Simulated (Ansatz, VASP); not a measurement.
# Two plane-wave programs on PbSe (Clausthalite)

```
Pb Se
1.0
     0.00000    3.06065    3.06065
     3.06065    0.00000    3.06065
     3.06065    3.06065    0.00000
Pb Se
1 1
Direct
  0.00000 0.00000 0.00000
  0.50000 0.50000 0.50000
```

Alike in both runs: task relaxation of cell and atoms; functional PBE; dispersion D3(BJ); k mesh 8 × 8 × 8; occupations fermi-dirac, width 0.05 eV; no spin polarisation.

|  | VASP | Ansatz |
| --- | --- | --- |
| version | VASP 6.6.1 | Ansatz 0.2.0 |
| potentials or method | VASP PAW PBE potentials, release 64 (Pb_d, Se) | Ansatz PAW |
| plane-wave cutoff (eV) | 600 | 420 |
| valence electrons in the cell | 20 | 30 |

```csv
,VASP,Ansatz,Ansatz less VASP
"gap on the k mesh at the Fermi level, each at its own relaxed structure (eV)",0.31,0.31,-0.006
relaxed volume (Å³/atom),28.85,28.84,-0.010
relaxed cell length with the largest relative difference (Å),4.338,4.337,-0.0005
```

The two sets of potentials don't hold the same shells in valence.

Caveats: spin-orbit coupling is left out, which as a rule narrows the gap of such compounds by several tenths of an eV; the plane-wave basis is chosen anew once the cell has moved, so the energies of steps on either side of that aren't comparable (Ansatz). Zero-point motion and thermal expansion aren't in these numbers. A k mesh can miss the band edges.
